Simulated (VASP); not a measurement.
Runs of VASP 6.6.1 on AlRu. It takes space group Pm-3m (No. 221, cubic). The conventional cell has a = 2.992 Å, b = 2.992 Å, c = 2.992 Å, α = 90.00°, β = 90.00°, γ = 90.00°. Ru (site symmetry m-3m) has 8 Al at 2.59 Å as nearest neighbours. Al (site symmetry m-3m) is surrounded by 8 Ru at 2.59 Å. 

```tsv
task	level	spin	cell	k mesh	cutoff (eV)	gap on the mesh (eV)	pressure (GPa)	relaxed volume (Å³/atom)
band structure	revPBE	off	as given	9 × 9 × 9	520	-	(b)	-
band structure	PW91	off	as given	9 × 9 × 9	520	-	3.0	-
relaxation of cell and atoms	revPBE	off	relaxed	9 × 9 × 9	600	none	0.0	13.71
band structure	BLYP	off	as given	9 × 9 × 9	520	-	9.6	-
relaxation of cell and atoms	BLYP	off	relaxed	9 × 9 × 9	600	none	0.0	14.04
relaxation of cell and atoms	RPBE	off	relaxed	9 × 9 × 9	600	none	-0.1	(a)
```

Alike in all rows: potentials or basis VASP PAW PBE potentials, release 64 (Ru_pv, Al); smearing fermi-dirac 0.05 eV.

Question: Estimate the missing entries.

Answer: (a) 13.78; (b) 5.0.

Caveats: the PAW data sets were made with another functional, which shifts forces and pressure a little.

A k mesh can miss the band edges, and the runs leave out spin-orbit coupling on Ru.

A gap of «none» marks a metal or a gap under the smearing width.
